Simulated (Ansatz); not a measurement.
# Rh (Fm-3m) in Ansatz: a series of runs

The runs below take Rh through single point, with PBE.

Program: Ansatz 0.2.0. These are calculated values, not measurements. Logs are shortened: lines on timing, memory, paths and dates and some standing lists are left out, and cuts for length are marked.

## Step 1: Starting point

The structure is cubic, space group Fm-3m (No. 225). The conventional cell has a = 3.796 Å, b = 3.796 Å, c = 3.796 Å, α = 90.00°, β = 90.00°, γ = 90.00°. Around Rh (site symmetry m-3m) lie 12 Rh at 2.68 Å.

## Step 2: Single point, PBE

The input, input.yaml:

```yaml
crystal:
  lattice:
    - [0.0, 1.89785, 1.89785]
    - [1.89785, 0.0, 1.89785]
    - [1.89785, 1.89785, 0.0]
  atoms:
    - { symbol: Rh, position: [0.0, 0.0, 0.0] }
kpoints:
  mp_grid: { grid: [12, 12, 12] }
scf:
  occupations: { method: gaussian, width: 0.027 }
hamiltonian:
  xc: pbe
  pseudopotentials: { kind: all_electron, lapw: { basis_error: 0.001 } }
output:
  forces: true
  stress: true
  eigenvalues: true
```

Potentials or basis: all-electron LAPW, scalar-relativistic.

Run with:

```bash
ansatz run input.yaml --threads 1 --pin off --max-ram 3072MiB --backend cpu --events-out ev --progress --plain --runs-dir out
```

The program printed:

```text
Warning: RAYON_NUM_THREADS=1 ignored (pool sized by the plan → 1); use --threads N
LAPW: plane waves up to 8.542 Å⁻¹, error target 1.0e-3 eV per atom; small_component_spin mean_spin; Rh in spheres of 1.342 Å, 27 of its electrons in bands, Dirac shells [] (how accurate: hamiltonian.pseudopotentials.lapw.basis_error, Limitations)
Engine: ansatz 0.2.0, aarch64-unknown-linux-gnu
Pseudopotentials: kind: all_electron
Pseudopotential: Rh, LAPW, valence charge 27, lapw/all_electron/scalar/gaussian/Rh, Koelling and Harmon's equation, gaussian nucleus
Functional definition: PBE
  parameter kappa = 0.804
  parameter beta = 0.06672455060314922
  exchange = pbe_x(kappa = kappa, mu = beta*pi^2/3)
  correlation = pbe_c(beta = beta)
Crystal: 1 atoms, lattice volume = 13.671 Å³
Basis set: ecut = 277.99899748702023 eV, 137 PW (Γ), exchange–correlation at level 2
Bands: 18, of which v1, the nominal top of the filled ones, is band 14 counted from 1 (13 counted from 0)
Symmetry: 48 space group operations
Space group: Fm-3m (ITA 225), of the structure as read, at distance tolerance 2.4e-5 Å
k-points: 72 of 1728
Non-local potential: Rh, projectors of the file, none
Initial density: superposition of atomic densities (chi_scale 0.1, normalization cell)
Initial wavefunctions: plane waves of lowest kinetic energy (no species holds an atomic orbital)
Functional: x = pbe(κ = 0.804, μ = 0.2195149727645171), c = pbe(β = 0.06672455060314922)
iter 1 solved again at ethr=3.59e-4 eV; its pass at ethr=1.00e-1 eV (dr2=9.70e-2 eV) is discarded
SCF iter   1: F=—  HF=-130187.769040 eV  |F-HF|=—  |Δ(HF+E_count)|=         —  Δρ=3.78e-2  dr2=9.74e-2  ethr=3.59e-4  ⟨swp⟩=3.0  Hψ=8484  notcnv=0
preconditioner: auto → none  [insulator: Δε(μ)=0.063 eV  Ē_g=13.828 eV  σ=0.027 eV  W_gap=0.75  n_scr=8 (ndim 8)  ℏωp=30.1 eV  f_vac=0.000  D(μ)=0.48/eV (n_scr^D=0)  ε∞_Penn≈5.7]
iter 2 solved again at ethr=4.11e-6 eV; its pass at ethr=3.59e-4 eV (dr2=1.11e-3 eV) is discarded
SCF iter   2: F=—  HF=-130187.344399 eV  |F-HF|=—  |Δ(HF+E_count)|=   4.25e-1  Δρ=3.24e-3  dr2=1.11e-3  ethr=4.11e-6  ⟨swp⟩=2.0  Hψ=6677  notcnv=0
SCF iter   3: F=—  HF=-130187.293705 eV  |F-HF|=—  |Δ(HF+E_count)|=   5.07e-2  Δρ=4.30e-3  dr2=9.83e-4  ethr=4.11e-6  ⟨swp⟩=3.0  Hψ=4171  notcnv=0
SCF iter   4: F=—  HF=-130187.292472 eV  |F-HF|=—  |Δ(HF+E_count)|=         —  Δρ=6.14e-4  dr2=1.91e-5  ethr=3.64e-6  ⟨swp⟩=2.2  Hψ=3632  notcnv=0
the basis was enlarged: its passes take 419.2 KiB over the memory plan, 1 of 1 planned eigensolver slots
SCF iter   5: F=—  HF=-130187.292493 eV  |F-HF|=—  |Δ(HF+E_count)|=   2.12e-5  Δρ=6.91e-5  dr2=2.94e-7  ethr=7.08e-8  ⟨swp⟩=2.3  Hψ=3599  notcnv=0
SCF iter   6: F=-130187.292494 eV  HF=-130187.292494 eV  |F-HF|=2.71e-9  |Δ(HF+E_count)|=   7.09e-7  Δρ=2.55e-6  dr2=3.09e-10  ethr=1.09e-9  ⟨swp⟩=2.4  Hψ=3617  notcnv=0
SCF 1 converged in 6 iterations: F = -130187.292494 eV  dr2 = 3.09e-10
SCF converged after 6 iterations
Free energy (F): -130187.292494 eV
Harris-Foulkes:  -130187.292494 eV  (|F-HF|=2.71e-9)
Internal energy: -130187.291758 eV  (E = F + TS)
E sigma→0 (E₀):  -130187.292126 eV
Entropy (-TS):   -0.000736 eV (-0.736 meV/atom)
Fermi energy:    24.802600 eV
--- Per-component energies (eV) ---
  E_band       = -2767.631482
  E_kinetic    = 135621.552766
  E_xc         = -3780.763477
  E_electrostatic = -262028.081047  (all electrons and nuclei)
  E_smearing   = -0.000736  (= −TS)
  E_closure    = 0.000000  (closes the sum)
  E_atoms      = -130180.026586  (free atoms, spherical and without spin; not in F)
  Σ components = -130187.292494   (vs F -130187.292494, Δ=0.00e0)
  Basis errors (estimates in eV, not in F): energy 2.0e-4 per atom: plane waves 1.6e-4 (1.2e-4 summed), levels above the bands 0.0e0, relativity 6.1e-8, radial functions 3.4e-5, core shells 3.3e-7; eigenvalues (radial functions only) 1.2e-5; not estimated: angular momenta, meshes, grids; target (lapw.basis_error) 1.0e-3; muffin-tin radii Rh 1.342 Å
--- Forces (eV/Å), atoms counted from 1 ---
  atom   1  Rh     0.00000000    -0.00000000     0.00000000
  max |Σ_I F_I| component: 2.47e-31 eV/Å
--- Stress (GPa, compression-positive) ---
        7.181891       0.000000      -0.000000
        0.000000       7.181891       0.000000
       -0.000000       0.000000       7.181891
  P = ⅓ Tr σ = 7.1819 GPa (71.819 kbar)
--- Band table (eV; the first three rows and the last of 72) ---
  k-point 0: bands = ["-272.2005", "-272.2005", "-272.2005", "-272.1748", "-272.1748", "-54.1729", "-21.6274", "-21.6274", "-21.6274", "16.7516", "21.6338", "21.6338", "21.6338", "23.7371", "23.7371", "40.5336", "45.9065", "45.9065"]
  k-point 1: bands = ["-272.2005", "-272.2005", "-272.2005", "-272.1748", "-272.1748", "-54.1653", "-21.6791", "-21.6344", "-21.6344", "17.0292", "21.5141", "21.7404", "21.7404", "23.6797", "23.6797", "40.9290", "44.6072", "46.3133"]
  k-point 2: bands = ["-272.2005", "-272.2005", "-272.2005", "-272.1748", "-272.1748", "-54.1442", "-21.8190", "-21.6534", "-21.6534", "17.7665", "21.3022", "21.9561", "21.9561", "23.6314", "23.6314", "41.7746", "42.3274", "47.4488"]
  k-point 71: bands = ["-272.2005", "-272.2005", "-272.2005", "-272.1748", "-272.1748", "-54.0191", "-22.1193", "-22.1193", "-21.9097", "19.6770", "20.9069", "20.9069", "23.5205", "25.7396", "34.4087", "34.4087", "36.0380", "37.4434"]
```

Run time: 5.8 s. Hardware: 1 thread of Arm Neoverse V1, shared host; peak memory 0.26 GiB.

What came out:

```yaml
Free_energy: -130187.2925 eV
Pressure: 7.2 GPa
Band_gap_on_the_k_mesh: none (metal or under the smearing width)
```

## Step 3: Single point, PBE

Changes to input.yaml since step 2:

```diff
@@ -10,3 +10,3 @@
 scf:
-  occupations: { method: gaussian, width: 0.027 }
+  occupations: { method: gaussian, width: 0.024 }
 hamiltonian:
```

Potentials or basis: all-electron LAPW, scalar-relativistic.

Run with:

```bash
ansatz run input.yaml --threads 1 --pin off --max-ram 3072MiB --backend cpu --events-out ev --progress --plain --runs-dir out
```

The program printed:

```text
Warning: RAYON_NUM_THREADS=1 ignored (pool sized by the plan → 1); use --threads N
LAPW: plane waves up to 8.542 Å⁻¹, error target 1.0e-3 eV per atom; small_component_spin mean_spin; Rh in spheres of 1.342 Å, 27 of its electrons in bands, Dirac shells [] (how accurate: hamiltonian.pseudopotentials.lapw.basis_error, Limitations)
[... 8 set-up lines as earlier in the session ...]
Crystal: 1 atoms, lattice volume = 13.671 Å³
Basis set: ecut = 277.99899748702023 eV, 137 PW (Γ), exchange–correlation at level 2
Bands: 18, of which v1, the nominal top of the filled ones, is band 14 counted from 1 (13 counted from 0)
[... 2 set-up lines as earlier in the session ...]
k-points: 72 of 1728
[... 4 set-up lines as earlier in the session ...]
iter 1 solved again at ethr=3.59e-4 eV; its pass at ethr=1.00e-1 eV (dr2=9.70e-2 eV) is discarded
SCF iter   1: F=—  HF=-130187.769021 eV  |F-HF|=—  |Δ(HF+E_count)|=         —  Δρ=3.78e-2  dr2=9.74e-2  ethr=3.59e-4  ⟨swp⟩=3.0  Hψ=8484  notcnv=0
preconditioner: auto → none  [insulator: Δε(μ)=0.063 eV  Ē_g=13.828 eV  σ=0.024 eV  W_gap=0.75  n_scr=8 (ndim 8)  ℏωp=30.1 eV  f_vac=0.000  D(μ)=0.53/eV (n_scr^D=0)  ε∞_Penn≈5.7]
iter 2 solved again at ethr=4.10e-6 eV; its pass at ethr=3.59e-4 eV (dr2=1.11e-3 eV) is discarded
SCF iter   2: F=—  HF=-130187.344339 eV  |F-HF|=—  |Δ(HF+E_count)|=   4.25e-1  Δρ=3.24e-3  dr2=1.11e-3  ethr=4.10e-6  ⟨swp⟩=2.0  Hψ=6689  notcnv=0
SCF iter   3: F=—  HF=-130187.293625 eV  |F-HF|=—  |Δ(HF+E_count)|=   5.07e-2  Δρ=4.29e-3  dr2=9.81e-4  ethr=4.09e-6  ⟨swp⟩=3.0  Hψ=4172  notcnv=0
SCF iter   4: F=—  HF=-130187.292393 eV  |F-HF|=—  |Δ(HF+E_count)|=         —  Δρ=6.14e-4  dr2=1.91e-5  ethr=3.63e-6  ⟨swp⟩=2.2  Hψ=3699  notcnv=0
the basis was enlarged: its passes take 419.2 KiB over the memory plan, 1 of 1 planned eigensolver slots
SCF iter   5: F=—  HF=-130187.292414 eV  |F-HF|=—  |Δ(HF+E_count)|=   2.12e-5  Δρ=6.94e-5  dr2=2.97e-7  ethr=7.08e-8  ⟨swp⟩=2.3  Hψ=3599  notcnv=0
SCF iter   6: F=-130187.292415 eV  HF=-130187.292415 eV  |F-HF|=2.85e-9  |Δ(HF+E_count)|=   7.11e-7  Δρ=2.57e-6  dr2=3.13e-10  ethr=1.10e-9  ⟨swp⟩=2.3  Hψ=3612  notcnv=0
SCF 1 converged in 6 iterations: F = -130187.292415 eV  dr2 = 3.13e-10
SCF converged after 6 iterations
Free energy (F): -130187.292415 eV
Harris-Foulkes:  -130187.292415 eV  (|F-HF|=2.85e-9)
Internal energy: -130187.291806 eV  (E = F + TS)
E sigma→0 (E₀):  -130187.292111 eV
Entropy (-TS):   -0.000608 eV (-0.608 meV/atom)
Fermi energy:    24.804016 eV
--- Per-component energies (eV) ---
  E_band       = -2767.629817
  E_kinetic    = 135621.552947
  E_xc         = -3780.763676
  E_electrostatic = -262028.081077  (all electrons and nuclei)
  E_smearing   = -0.000608  (= −TS)
  E_closure    = 0.000000  (closes the sum)
  E_atoms      = -130180.026586  (free atoms, spherical and without spin; not in F)
  Σ components = -130187.292415   (vs F -130187.292415, Δ=0.00e0)
  Basis errors (estimates in eV, not in F): energy 2.0e-4 per atom: plane waves 1.6e-4 (1.2e-4 summed), levels above the bands 0.0e0, relativity 6.1e-8, radial functions 3.4e-5, core shells 3.3e-7; eigenvalues (radial functions only) 1.2e-5; not estimated: angular momenta, meshes, grids; target (lapw.basis_error) 1.0e-3; muffin-tin radii Rh 1.342 Å
--- Forces (eV/Å), atoms counted from 1 ---
  atom   1  Rh    -0.00000000     0.00000000     0.00000000
  max |Σ_I F_I| component: 1.31e-31 eV/Å
--- Stress (GPa, compression-positive) ---
        7.181923       0.000000      -0.000000
        0.000000       7.181923       0.000000
       -0.000000       0.000000       7.181923
  P = ⅓ Tr σ = 7.1819 GPa (71.819 kbar)
--- Band table (eV; the first three rows and the last of 72) ---
  k-point 0: bands = ["-272.2005", "-272.2005", "-272.2005", "-272.1747", "-272.1747", "-54.1729", "-21.6273", "-21.6273", "-21.6273", "16.7516", "21.6338", "21.6338", "21.6338", "23.7372", "23.7372", "40.5335", "45.9065", "45.9065"]
  k-point 1: bands = ["-272.2005", "-272.2005", "-272.2005", "-272.1747", "-272.1747", "-54.1652", "-21.6790", "-21.6343", "-21.6343", "17.0292", "21.5141", "21.7404", "21.7404", "23.6798", "23.6798", "40.9289", "44.6073", "46.3134"]
  k-point 2: bands = ["-272.2005", "-272.2005", "-272.2005", "-272.1747", "-272.1747", "-54.1441", "-21.8189", "-21.6534", "-21.6534", "17.7665", "21.3022", "21.9562", "21.9562", "23.6315", "23.6315", "41.7745", "42.3274", "47.4489"]
  k-point 71: bands = ["-272.2005", "-272.2005", "-272.2005", "-272.1747", "-272.1747", "-54.0190", "-22.1193", "-22.1193", "-21.9096", "19.6771", "20.9069", "20.9069", "23.5206", "25.7396", "34.4088", "34.4088", "36.0380", "37.4434"]
```

It took 6.3 s on 1 thread of Arm Neoverse V1, shared host; peak memory 0.26 GiB.

Results:

```
Free energy            : -130187.2924 eV
Pressure               : 7.2 GPa
Band gap on the k mesh : none (metal or under the smearing width)
```
